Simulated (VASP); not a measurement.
# Se (P3_121) in VASP: a series of runs

Runs on Se. Level: PBEsol. Tasks: single point.

Program: VASP 6.6.1. These are calculated values, not measurements. Logs are shortened: lines on timing, memory, paths and dates and some standing lists are left out, and cuts for length are marked.

## (1) The structure

It takes space group P3_121 (No. 152, trigonal). The conventional cell has a = 4.366 Å, b = 4.366 Å, c = 4.954 Å, α = 90.00°, β = 90.00°, γ = 120.00°. Se (site symmetry 2) has 2 Se at 2.37 Å as nearest neighbours.

## (2) Single point, PBEsol

Contents of INCAR:

```
SYSTEM = Se
ALGO     = Normal         ! electronic algorithm
EDIFF    = 1E-6           ! SCF threshold, eV
ENCUT    = 500            ! plane-wave cutoff, eV
GGA      = PS             ! functional
ISIF     = 2              ! what is computed and relaxed
ISMEAR   = 0              ! smearing method
LASPH    = .TRUE.         ! aspherical terms in the spheres
LCHARG   = .FALSE.        ! write CHGCAR
LREAL    = .FALSE.        ! projectors in reciprocal space
LWAVE    = .FALSE.        ! write WAVECAR
NELM     = 100            ! most SCF steps
PREC     = Accurate       ! precision mode
SIGMA    = 0.1            ! smearing width, eV
```

Contents of KPOINTS:

```
k-points
0
G
  7 7 6
  0 0 0
```

Contents of POSCAR:

```
Se
1.0
    4.3662000000      0.0000000000      0.0000000000
   -2.1831000000      3.7812401180      0.0000000000
    0.0000000000      0.0000000000      4.9536000000
Se
3
Cartesian
    1.6910292600      2.9289485954      0.0000000000
   -0.4920707400      0.8522915226      3.3024000002
    0.9841414800      0.0000000000      1.6511999998
```

Potentials or basis: VASP PAW PBE potentials, release 64 (Se).

Run with:

```
$ cat potpaw_PBE.64/Se/POTCAR > POTCAR
$ mpirun -np 1 vasp_std > vasp.out
```

OUTCAR:

```text
SYSTEM = Se
   EDIFF = 1E-6
   ENCUT = 500
   GGA = PS
   ISIF = 2
   ISMEAR = 0
   LASPH = .TRUE.
   LREAL = .FALSE.
   NELM = 100
   PREC = Accurate

 ion  position               nearest neighbor table
   1  0.775  0.775  0.000-   3 2.37   2 2.37
   2  0.000  0.225  0.667-   1 2.37   3 2.37
   3  0.225  0.000  0.333-   1 2.37   2 2.37

  LATTYP: Found a hexagonal cell.
 ALAT       =     4.3662000000
 C/A-ratio  =     1.1345334616

  Lattice vectors:

 A1 = (   4.3662000000,   0.0000000000,   0.0000000000)
 A2 = (  -2.1831000000,   3.7812401180,   0.0000000000)
 A3 = (   0.0000000000,   0.0000000000,   4.9536000000)

Analysis of symmetry for initial positions (statically):
=====================================================================
 Subroutine PRICEL returns:
 Original cell was already a primitive cell.

 Routine SETGRP: Setting up the symmetry group for a
 hexagonal supercell.

 Subroutine GETGRP returns: Found  6 space group operations
 (whereof  2 operations were pure point group operations)
 out of a pool of 24 trial point group operations.

The static configuration has the point symmetry C_2 .
 The point group associated with its full space group is D_3 .

Analysis of symmetry for dynamics (positions and initial velocities):
=====================================================================
 Subroutine PRICEL returns:
 Original cell was already a primitive cell.

 Routine SETGRP: Setting up the symmetry group for a
 hexagonal supercell.

 Subroutine GETGRP returns: Found  6 space group operations
 (whereof  2 operations were pure point group operations)
 out of a pool of 24 trial point group operations.

The dynamic configuration has the point symmetry C_2 .
 The point group associated with its full space group is D_3 .

 Subroutine INISYM returns: Found  6 space group operations
 (whereof  2 operations are pure point group operations),
 and found     1 'primitive' translations

----------------------------------------------------------------------------------------

                                     Primitive cell

  volume of cell :      81.7822

  direct lattice vectors                    reciprocal lattice vectors
     4.366200000  0.000000000  0.000000000     0.229032110  0.132231751  0.000000000
    -2.183100000  3.781240118  0.000000000     0.000000000  0.264463501  0.000000000
     0.000000000  0.000000000  4.953600000     0.000000000  0.000000000  0.201873385

  length of vectors
     4.366200000  4.366200000  4.953600000     0.264463501  0.264463501  0.201873385

  position of ions in fractional coordinates (direct lattice)
     0.774600000  0.774600000  0.000000000
     0.000000000  0.225400000  0.666666667
[... 95 lines left out ...]
   EFERMI_NEDOS =   21; number of points for ismear=-14 and -15
   IALGO  =     38    algorithm
   IMIX   =      4    mixing-type and parameters
     AMIX     =   0.40;   BMIX     =  1.00
     AMIX_MAG =   1.60;   BMIX_MAG =  1.00
  volume/ion in A,a.u.               =      27.26       183.96
  Fermi-wavevector in a.u.,A,eV,Ry     =   0.988430  1.867862 13.292817  0.976995
  Thomas-Fermi vector in A             =   2.119956
   LORBIT       =      0    0 simple, 1 ext, 2 COOP (PROOUT), +10 PAW based schemes
   GGA     = PS    functional components
   LHFCALC =     F    Hartree Fock is set to
   AEXX    =    0.0000 exact exchange contribution
   IVDW    =     0    specifies the selected vdW correction
   LEPSILON=     F    determine dielectric tensor
   LRPA    =     F    only Hartree local field effects (RPA)
 non-spin polarized calculation
 Gauss-broadening in eV      SIGMA  =   0.10
  energy-cutoff  :      500.00
  volume of cell :       81.78
 maximum number of plane-waves:      2094
   NGX = 15   NGY = 15   NGZ = 19

 number of electron      18.0000004 magnetization

 Free energy of the ion-electron system (eV)
  ---------------------------------------------------
  ext. energy  EPLUGINS =         0.00000000
  ---------------------------------------------------
  free energy    TOTEN  =       -11.48606716 eV

  energy without entropy =      -11.48606716  energy(sigma->0) =      -11.48606716

 E-fermi :   3.0588     XC(G=0):  -9.0367

 val. band max:        2.5694471542   @ k =   0.4286   0.1429   0.5000
 cond. band min:       3.7080036008   @ k =   0.0000   0.0000   0.5000
 fundamental gap:      1.1385564465
 Fermi energy:         3.0587740833

 k-point     1 :       0.0000    0.0000    0.0000
  band No.  band energies     occupation
      1     -13.3048      2.00000
      2      -9.1708      2.00000
      3      -9.1708      2.00000
      4      -1.2822      2.00000
      5      -1.2822      2.00000
      6      -1.2190      2.00000
      7       0.5039      2.00000
      8       0.5039      2.00000
      9       2.1623      2.00000
     10       4.4131      0.00000
     11       4.4131      0.00000
     12       4.6963      0.00000
     13       8.5342      0.00000
[... 354 lines left out ...]
  band No.  band energies     occupation
      1     -12.5335      2.00000
      2     -11.1361      2.00000
      3      -7.8331      2.00000
      4      -2.6218      2.00000
      5      -1.8992      2.00000
      6      -1.0378      2.00000
      7       0.5502      2.00000
      8       0.7918      2.00000
      9       1.6704      2.00000
     10       4.4312      0.00000
     11       4.8229      0.00000
     12       5.5821      0.00000
     13       8.7901      0.00000

 [... further k-points ...]

------------------------ aborting loop because EDIFF is reached ----------------------------------------

  FORCE on cell =-STRESS in cart. coord.  units (eV):
  Direction    XX          YY          ZZ          XY          YZ          ZX
  --------------------------------------------------------------------------------------
  -------------------------------------------------------------------------------------
  Total       -0.0841295     -0.0841295      0.7146476     -0.0000000      0.0000000     -0.0000000
  in kB       -1.6481633     -1.6481633     14.0005047     -0.0000000      0.0000000     -0.0000000
  external PRESSURE =       3.5680594 kB  Pullay stress =       0.0000000 kB

 VOLUME and BASIS-vectors are now :
 -----------------------------------------------------------------------------
  energy-cutoff  :      500.00
  volume of cell :       81.78
      direct lattice vectors                 reciprocal lattice vectors
     4.366200000  0.000000000  0.000000000     0.229032110  0.132231751  0.000000000
    -2.183100000  3.781240118  0.000000000     0.000000000  0.264463501  0.000000000
     0.000000000  0.000000000  4.953600000     0.000000000  0.000000000  0.201873385

 POSITION                                       TOTAL-FORCE (eV/Angst)
 -----------------------------------------------------------------------------------
      1.69103      2.92895      0.00000        -0.166735     -0.288794      0.000000
     -0.49207      0.85229      3.30240        -0.166735      0.288794     -0.000000
      0.98414      0.00000      1.65120         0.333471      0.000000     -0.000000
 -----------------------------------------------------------------------------------
    total drift:                               -0.000000     -0.000000      0.000000

  FREE ENERGIE OF THE ION-ELECTRON SYSTEM (eV)
  ---------------------------------------------------
  free  energy   TOTEN  =       -11.4860671552 eV

  energy  without entropy=      -11.4860671552  energy(sigma->0) =      -11.48606716
```

Wall time 15 s (1 thread of Intel Xeon Platinum 8488C (Sapphire Rapids), shared host); peak memory 0.19 GiB.

Results:

* Free energy: -11.4861 eV
* Pressure: 0.4 GPa
* Largest force: 0.333 eV/Å
* Band gap on the k mesh: 1.14 eV, indirect (least direct gap 1.43 eV)

Forces on the atoms (eV/Å):
```
Se  -0.167 -0.289  0.000
Se  -0.167  0.289  0.000
Se   0.333  0.000  0.000
```

Caveat: the PAW data sets were made with another functional, which shifts forces and pressure a little; an odd mesh through Γ misses points on the zone boundary, where band edges often lie.

## (3) Single point, PBEsol

Contents of run.py:

```python
from ase.calculators.vasp import Vasp
from ase.dft.bandgap import bandgap
from ase.io import read

atoms = read('Se.cif')
calc = Vasp(
    directory='calc',
    xc='pbesol',
    pp='PBE',
    setups='minimal',
    prec='Accurate',
    encut=500,
    ediff=1e-06,
    ismear=0,
    sigma=0.1,
    lreal=False,
    lasph=True,
    nelm=100,
    algo='Fast',
    isif=2,
    lwave=False,
    lcharg=False,
    kpts=[7, 7, 6],
    gamma=True,
)
atoms.calc = calc

print('energy (eV):', atoms.get_potential_energy())
print('free energy (eV):', atoms.get_potential_energy(force_consistent=True))
print('forces (eV/A):')
print(atoms.get_forces())
print('stress (eV/A^3, Voigt):', atoms.get_stress())
print('Fermi level (eV):', calc.get_fermi_level())
gap, top, bottom = bandgap(calc)
print('band gap (eV):', gap, 'from (spin, k, band)', top, 'to', bottom)
```

Contents of Se.cif:

```cif
data_Se
_cell_length_a 4.36620000
_cell_length_b 4.36620000
_cell_length_c 4.95360000
_cell_angle_alpha 90.00000000
_cell_angle_beta 90.00000000
_cell_angle_gamma 120.00000000
_space_group_name_H-M_alt 'P1'
_space_group_name_Hall 'P 1'
_space_group_IT_number 1
loop_
_space_group_symop_operation_xyz
'x,y,z'
loop_
_atom_site_label
_atom_site_type_symbol
_atom_site_symmetry_multiplicity
_atom_site_Wyckoff_symbol
_atom_site_fract_x
_atom_site_fract_y
_atom_site_fract_z
_atom_site_occupancy
Se1 Se 1 a 0.7746000000 0.7746000000 0.0000000000 1
Se2 Se 1 a 0.0000000000 0.2254000000 0.6666666667 1
Se3 Se 1 a 0.2254000000 0.0000000000 0.3333333333 1
```

Potentials or basis: VASP PAW PBE potentials, release 64 (Se).

Run with:

```
$ python run.py
```

Run time: 21 s. Hardware: 1 thread of Intel Xeon Platinum 8488C (Sapphire Rapids), shared host; peak memory 0.19 GiB.

It converged, with:

```
Free energy            : -11.4861 eV
Pressure               : 0.4 GPa
Largest force          : 0.333 eV/Å
Band gap on the k mesh : 1.14 eV, indirect (least direct gap 1.43 eV)
```

Forces in eV/Å, atoms in the order of the input:
```
Se  -0.166 -0.288  0.000
Se  -0.166  0.288  0.000
Se   0.333  0.000  0.000
```

Stress tensor (GPa, compression positive):
```
-0.16  0.00  0.00
 0.00 -0.16  0.00
 0.00  0.00  1.40
```

Levels at points of the mesh, in eV from the valence-band top:
```tsv
k point	band 6	band 7	band 8	band 9	band 10	band 11	band 12	band 13
(0.00, 0.00, 0.00)	-3.79	-2.07	-2.07	-0.41	1.84	1.84	2.13	5.98
(0.00, 0.00, 0.50)	-3.40	-1.57	-1.57	-1.13	1.14	1.14	1.24	6.15
```

Caveat: the PAW data sets were made with another functional, which shifts forces and pressure a little; an odd mesh through Γ misses points on the zone boundary, where band edges often lie. A hybrid or GW would open this gap; PBEsol tends to underestimate it.
